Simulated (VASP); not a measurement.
# W (Im-3m) in VASP: density of states with PBE

Aim: the density of states of W with PBE.

Program: VASP 6.6.1. These are calculated values, not measurements. Logs are shortened: lines on timing, memory, paths and dates and some standing lists are left out, and cuts for length are marked.

### Step 1. The structure

It takes space group Im-3m (No. 229, cubic). The conventional cell has a = 3.185 Å, b = 3.185 Å, c = 3.185 Å, α = 90.00°, β = 90.00°, γ = 90.00°. W (site symmetry m-3m) has 8 W at 2.76 Å as nearest neighbours.

### Step 2. Density of states, PBE

POSCAR

```
W                                       
1.0
   -1.5926467586      1.5926467586      1.5926467586
    1.5926467586     -1.5926467586      1.5926467586
    1.5926467586      1.5926467586     -1.5926467586
  W             
     1
Direct
     0.0000000000000000    0.0000000000000000    0.0000000000000000
```

INCAR.step1

```
SYSTEM = W
PREC = Accurate
ENCUT = 520
EDIFF = 1E-7
ISMEAR = 0
SIGMA = 0.1
LREAL = .FALSE.
LASPH = .TRUE.
NELM = 100
ALGO = Fast
ISIF = 2
LWAVE = .FALSE.
LCHARG = .TRUE.
LMAXMIX = 4
GGA = PE
```

KPOINTS.step1

```
Automatic mesh
0
G
  18 18 18
  0 0 0
```

INCAR.step2

```
SYSTEM = W
PREC = Accurate
ENCUT = 520
EDIFF = 1E-7
ISMEAR = -5
SIGMA = 0.1
LREAL = .FALSE.
LASPH = .TRUE.
NELM = 100
ALGO = Fast
ISIF = 2
LWAVE = .FALSE.
LCHARG = .FALSE.
LMAXMIX = 4
GGA = PE
LORBIT = 10
NEDOS = 1001
ICHARG = 11
```

KPOINTS.step2

```
Automatic mesh
0
G
  27 27 27
  0 0 0
```

Potentials or basis: VASP PAW PBE potentials, release 64 (W_sv).

Command:

```sh
$ cat potpaw_PBE.64/W_sv/POTCAR > POTCAR
$ cp INCAR.step1 INCAR
$ cp KPOINTS.step1 KPOINTS
$ mpirun -np 1 vasp_std > vasp.out
$ cp INCAR.step2 INCAR
$ cp KPOINTS.step2 KPOINTS
$ mpirun -np 1 vasp_std > vasp.out
```

OUTCAR:

```text
SYSTEM = W
   PREC = Accurate
   ENCUT = 520
   EDIFF = 1E-7
   ISMEAR = -5
   LREAL = .FALSE.
   LASPH = .TRUE.
   NELM = 100
   ISIF = 2
   GGA = PE
   LORBIT = 10
   ICHARG = 11

 ion  position               nearest neighbor table
   1  0.000  0.000  0.000-

  LATTYP: Found a body centered cubic cell.
 ALAT       =     3.1852935172

  Lattice vectors:

 A1 = (  -1.5926467586,   1.5926467586,   1.5926467586)
 A2 = (   1.5926467586,  -1.5926467586,   1.5926467586)
 A3 = (   1.5926467586,   1.5926467586,  -1.5926467586)

Analysis of symmetry for initial positions (statically):
=====================================================================
 Subroutine PRICEL returns:
 Original cell was already a primitive cell.

 Routine SETGRP: Setting up the symmetry group for a
 body centered cubic supercell.

 Subroutine GETGRP returns: Found 48 space group operations
 (whereof 48 operations were pure point group operations)
 out of a pool of 48 trial point group operations.

The static configuration has the point symmetry O_h .

Analysis of symmetry for dynamics (positions and initial velocities):
=====================================================================
 Subroutine PRICEL returns:
 Original cell was already a primitive cell.

 Routine SETGRP: Setting up the symmetry group for a
 body centered cubic supercell.

 Subroutine GETGRP returns: Found 48 space group operations
 (whereof 48 operations were pure point group operations)
 out of a pool of 48 trial point group operations.

The dynamic configuration has the point symmetry O_h .

 Subroutine INISYM returns: Found 48 space group operations
 (whereof 48 operations are pure point group operations),
 and found     1 'primitive' translations

----------------------------------------------------------------------------------------

                                     Primitive cell

  volume of cell :      16.1591

  direct lattice vectors                    reciprocal lattice vectors
    -1.592646759  1.592646759  1.592646759     0.000000000  0.313942811  0.313942811
     1.592646759 -1.592646759  1.592646759     0.313942811  0.000000000  0.313942811
     1.592646759  1.592646759 -1.592646759     0.313942811  0.313942811  0.000000000

  length of vectors
     2.758545104  2.758545104  2.758545104     0.443982181  0.443982181  0.443982181

  position of ions in fractional coordinates (direct lattice)
     0.000000000  0.000000000  0.000000000

  ion indices of the primitive-cell ions
   primitive index   ion index
                 1           1

----------------------------------------------------------------------------------------

 KPOINTS: Automatic mesh

Automatic generation of k-mesh.
 Grid dimensions read from file:
 generate k-points for:   27   27   27

 Generating k-lattice:

  Cartesian coordinates                     Fractional coordinates (reciprocal lattice)
     0.000000000  0.011627512  0.011627512     0.037037037  0.000000000  0.000000000
     0.011627512  0.000000000  0.011627512     0.000000000  0.037037037  0.000000000
     0.011627512  0.011627512  0.000000000     0.000000000  0.000000000  0.037037037

  Length of vectors
     0.016443784  0.016443784  0.016443784

  Shift w.r.t. Gamma in fractional coordinates (k-lattice)
     0.000000000  0.000000000  0.000000000

 TETIRR: Found  23679 inequivalent tetrahedra from   118098

 Subroutine IBZKPT returns following result:
 ===========================================

 Found    560 irreducible k-points:

 Following reciprocal coordinates:
            Coordinates               Weight
  0.000000  0.000000  0.000000      1.000000
  0.037037  0.000000  0.000000     12.000000
  0.074074  0.000000  0.000000     12.000000
  0.111111  0.000000  0.000000     12.000000
  0.148148  0.000000  0.000000     12.000000
  0.185185  0.000000  0.000000     12.000000
[... 16 lines left out ...]
  0.333333  0.037037  0.000000     48.000000
  0.370370  0.037037  0.000000     48.000000
 [... further k-points ...]
   k-points           NKPTS =    560   k-points in BZ     NKDIM =    560   number of bands    NBANDS=     11
   number of dos      NEDOS =   1001   number of ions     NIONS =      1
   total plane-waves  NPLWV =  13824
   dimension x,y,z NGX =    24 NGY =   24 NGZ =   24
   dimension x,y,z NGXF=    48 NGYF=   48 NGZF=   48
   ions per type =               1
   NGX,Y,Z   is equivalent  to a cutoff of  14.46, 14.46, 14.46 a.u.
   NGXF,Y,Z  is equivalent  to a cutoff of  28.93, 28.93, 28.93 a.u.
 SYSTEM =  W
   PREC   = accura    normal or accurate (medium, high low for compatibility)
   ISTART =      0    job   : 0-new  1-cont  2-samecut
   ICHARG =     11    charge: 1-file 2-atom 10-const
   ISPIN  =      1    spin polarized calculation?
   LNONCOLLINEAR =      F non collinear calculations
   LSORBIT =      F    spin-orbit coupling
   LASPH  =      T    aspherical Exc in radial PAW
   ENCUT  =  520.0 eV  38.22 Ry    6.18 a.u.   5.13  5.13  5.13*2*pi/ulx,y,z
   NELM   =    100;   NELMIN=  2; NELMDL=  0     # of ELM steps
   EDIFF  = 0.1E-06   stopping-criterion for ELM
   LREAL  =      F    real-space projection
   EDIFFG = 0.1E-05   stopping-criterion for IOM
   NSW    =      0    number of steps for IOM
   IBRION =     -1    ionic relax: 0-MD 1-quasi-New 2-CG
   NFREE  =      0    steps in history (QN), initial steepest desc. (CG)
   ISIF   =      2    stress and relaxation
   ISYM   =      2    0-nonsym 1-usesym 2-fastsym
   POTIM  = 0.5000    time-step for ionic-motion
   TEBEG  =    0.0;   TEEND  =   0.0 temperature during run
   PSTRESS=    0.0 pullay stress
   NELECT =      14.0000    total number of electrons
   NUPDOWN=      -1.0000    fix difference up-down
   EMIN   =  10.00;   EMAX   =-10.00  energy-range for DOS
   EFERMI =   0.00;   METHOD = LEGACY
   ISMEAR =    -5;   SIGMA  =   0.10  broadening in eV -4-tet -1-fermi 0-gaus
   EFERMI_NEDOS =   21; number of points for ismear=-14 and -15
   IALGO  =     68    algorithm
   IMIX   =      4    mixing-type and parameters
     AMIX     =   0.40;   BMIX     =  1.00
     AMIX_MAG =   1.60;   BMIX_MAG =  1.00
  volume/ion in A,a.u.               =      16.16       109.05
  Fermi-wavevector in a.u.,A,eV,Ry     =   1.560671  2.949241 33.139632  2.435694
  Thomas-Fermi vector in A             =   2.663849
   LORBIT       =     10    0 simple, 1 ext, 2 COOP (PROOUT), +10 PAW based schemes
   GGA     = PE    functional components
   LHFCALC =     F    Hartree Fock is set to
   AEXX    =    0.0000 exact exchange contribution
   IVDW    =     0    specifies the selected vdW correction
   LEPSILON=     F    determine dielectric tensor
   LRPA    =     F    only Hartree local field effects (RPA)
 non-spin polarized calculation
 RMM-DIIS sequential band-by-band and
 Fermi weights with tetrahedron method with Bloechl corrections
  energy-cutoff  :      520.00
  volume of cell :       16.16
 maximum number of plane-waves:       451
 NGX is ok and might be reduce to    24

 number of electron      14.0000002 magnetization

 Free energy of the ion-electron system (eV)
  ---------------------------------------------------
  ext. energy  EPLUGINS =         0.00000000
  ---------------------------------------------------
  free energy    TOTEN  =       -12.95486251 eV

  energy without entropy =      -12.95486251  energy(sigma->0) =      -12.95486251

 E-fermi :  11.1981     XC(G=0): -13.5316

 val. band max:       11.2595676911   @ k =   0.4444   0.0741   0.0370
 cond. band min:      11.1465012784   @ k =  -0.1481   0.1852   0.1111
 fundamental gap:     -0.1130664127
 Fermi energy:        11.1981299429

 k-point     1 :       0.0000    0.0000    0.0000
  band No.  band energies     occupation
      1     -63.0366      2.00000
      2     -26.6266      2.00000
      3     -26.6266      2.00000
      4     -26.6266      2.00000
      5       1.6368      2.00000
      6       9.9726      2.00000
      7       9.9727      2.00000
      8       9.9727      2.00000
      9      13.3856      0.00000
     10      13.3856      0.00000
     11      25.6400      0.00000

 k-point     2 :       0.0370    0.0000    0.0000
  band No.  band energies     occupation
      1     -63.0350      2.00000
      2     -26.6442      2.00000
      3     -26.6321      2.00000
      4     -26.6267      2.00000
      5       1.7022      2.00000
      6       9.9326      2.00000
      7       9.9645      2.00000
      8      10.0353      2.00000
      9      13.3191      0.00000
     10      13.3858      0.00000
     11      25.7045      0.00000

 k-point     3 :       0.0741    0.0000    0.0000
  band No.  band energies     occupation
      1     -63.0302      2.00000
      2     -26.6958      2.00000
      3     -26.6483      2.00000
      4     -26.6269      2.00000
      5       1.8954      2.00000
      6       9.8168      2.00000
      7       9.9343      2.00000
      8      10.2223      2.00000
      9      13.1464      0.00000
     10      13.3880      0.00000
     11      25.8683      0.00000
[... 267 lines left out ...]
 k-point    23 :       0.3333    0.0370    0.0000
  band No.  band energies     occupation
      1     -62.9379      2.00000
      2     -27.6046      2.00000
      3     -26.9468      2.00000
      4     -26.6383      2.00000
      5       4.9761      2.00000
      6       8.0793      2.00000
      7       9.8414      2.00000
      8      13.1528      0.00000
      9      13.9291      0.00000
     10      14.9908      0.00000
     11      24.0135      0.00000

 k-point    24 :       0.3704    0.0370    0.0000
  band No.  band energies     occupation
      1     -62.9274      2.00000
      2     -27.6999      2.00000
      3     -26.9802      2.00000
      4     -26.6389      2.00000
      5       5.0632      2.00000
      6       7.9190      2.00000
      7      10.3753      2.00135
      8      13.2809      0.00000
      9      14.0515      0.00000
     10      15.8100      0.00000
     11      23.3348      0.00000

 [... further k-points ...]

------------------------ aborting loop because EDIFF is reached ----------------------------------------

  FORCE on cell =-STRESS in cart. coord.  units (eV):
  Direction    XX          YY          ZZ          XY          YZ          ZX
  --------------------------------------------------------------------------------------
  -------------------------------------------------------------------------------------
  Total       -0.0414749     -0.0414749     -0.0414749      0.0000000      0.0000000      0.0000000
  in kB       -4.1122334     -4.1122334     -4.1122334      0.0000000      0.0000000      0.0000000
  external PRESSURE =      -4.1122334 kB  Pullay stress =       0.0000000 kB

 VOLUME and BASIS-vectors are now :
 -----------------------------------------------------------------------------
  energy-cutoff  :      520.00
  volume of cell :       16.16
      direct lattice vectors                 reciprocal lattice vectors
    -1.592646759  1.592646759  1.592646759     0.000000000  0.313942811  0.313942811
     1.592646759 -1.592646759  1.592646759     0.313942811  0.000000000  0.313942811
     1.592646759  1.592646759 -1.592646759     0.313942811  0.313942811  0.000000000

 POSITION                                       TOTAL-FORCE (eV/Angst)
 -----------------------------------------------------------------------------------
      0.00000      0.00000      0.00000        -0.000000      0.000000      0.000000
 -----------------------------------------------------------------------------------
    total drift:                                0.000000      0.000000     -0.000000

  FREE ENERGIE OF THE ION-ELECTRON SYSTEM (eV)
  ---------------------------------------------------
  free  energy   TOTEN  =       -12.9548625115 eV

  energy  without entropy=      -12.9548625115  energy(sigma->0) =      -12.95486251

 total charge

# of ion       s       p       d       tot
------------------------------------------
    1        2.397   6.335   3.319  12.051
```

Wall time 42 s (1 thread of Intel Xeon 6975P-C (Granite Rapids), shared host); peak memory 0.25 GiB.

What came out:

```yaml
Valence_electrons_inside_the_program's_atomic_spheres: W 12.05
```

States per cell in windows of 1 eV (zero at the Fermi level; states under -8 eV left out):
```csv
from (eV),total,W1_d,W1_p,W1_s
-8.0,0.12,0.00,0.01,0.05
-7.0,0.31,0.07,0.02,0.09
-6.0,0.75,0.31,0.04,0.12
-5.0,0.89,0.47,0.05,0.07
-4.0,1.25,0.84,0.07,0.01
-3.0,1.33,0.86,0.10,0.02
-2.0,1.03,0.63,0.10,0.02
-1.0,0.38,0.22,0.05,0.01
0.0,0.69,0.52,0.03,0.01
1.0,0.93,0.75,0.02,0.01
2.0,1.29,1.11,0.02,0.01
3.0,1.58,1.32,0.05,0.05
4.0,0.49,0.37,0.04,0.02
5.0,0.33,0.25,0.03,0.01
6.0,0.31,0.20,0.04,0.02
7.0,0.33,0.16,0.05,0.06
```

Caveat: tetrahedron occupations give inexact forces and stress in metals. Spin-orbit coupling is left out, which matters for the levels of W.
